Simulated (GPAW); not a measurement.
HgTe (Coloradoite) in GPAW: the effect of dispersion

HgTe (Coloradoite):

```xyz
2
Lattice="0.0000 3.2145 3.2145 3.2145 0.0000 3.2145 3.2145 3.2145 0.0000" Properties=species:S:1:pos:R:3 pbc="T T T"
Hg    0.0000    0.0000    0.0000
Te    4.8217    4.8217    4.8217
```

Alike in all runs:

| Property | Result |
| --- | --- |
| Program | GPAW 26.7.0 |
| Task | relaxation of cell and atoms |
| Functional | PBEsol |
| Potentials or basis | PAW data sets generated in the run's folder for this functional |
| Cutoff | 600 eV |
| Basis | pw |
| k mesh | 7 × 7 × 7 |
| Occupations | fermi-dirac, width 0.05 eV |
| Spin | no spin polarisation |

Each run relaxes the cell or the atoms first.

| dispersion | relaxed volume (Å³/atom) |
| --- | --- |
| none | ? |
| D3 | 33.33 |
| D3(BJ) | 33.22 |
| D3(BJ)-ATM | 33.36 |
| D4 | 33.68 |

Task: What does the run with dispersion none give?

Result: Relaxed volume 34.42 Å³/atom.

Caveats: later steps reuse the first step's grids; pairwise dispersion overbinds metals, which lowers pressure and volume (some runs); the relaxation stopped at its first step, so nothing moved (some runs).

Runs at the PBE level aren't shown here.
